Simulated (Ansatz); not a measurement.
**CdO2 under changes of volume**

One of the cells (14.470 Å³/atom); the others are scaled copies at fixed shape and fractional positions:

```
CELL_PARAMETERS angstrom
3.47623 0.00000 0.00000
-1.73811 3.01050 0.00000
0.00000 0.00000 4.14808
ATOMIC_POSITIONS crystal
Cd 0.00000 0.00000 0.00000
O 0.33333 0.66667 0.24422
O 0.66667 0.33333 0.75578
```

The cell comes from a database or a generator and needn't be the stable form of this composition.

- Program: Ansatz 0.2.0
- Functional: LDA
- Potentials or basis: Ansatz PAW
- Cutoff: 420 eV (not typed: the program's choice for these potentials)
- k mesh: 9 × 9 × 7
- Occupations: fermi-dirac, width 0.05 eV
- Spin: no spin polarisation

```tsv
volume (Å³/atom)	energy over the lowest point (meV/atom)	pressure (GPa)	largest force (eV/Å)
13.602	0.00	-10.9	0.174
13.891	21.29	-12.4	0.290
14.181	45.18	-13.8	0.396
14.470	71.29	-14.9	0.494
14.760	99.42	-15.9	0.583
15.049	129.18	-16.7	0.666
15.338	?	?	?
```

**Question.** What does the run at 15.338 Å³/atom give?

**Answer.** Energy over the lowest point 160.27 meV/atom; pressure -17.5 GPa; largest force 0.742 eV/Å.

Worked out: A Birch-Murnaghan fit of order 3 (a polynomial in V^(-2/3)) to the other rows has no minimum within the range. It gives 160.43 meV/atom at 15.338 Å³/atom, against the run's 160.27, and -dE/dV = -17.7 GPa, against -17.5.

Energies are extrapolated to zero smearing.

Caveats: the PAW data sets come from PBE, with cores solved anew for the run's functional, which leaves a small shift of forces and pressure.
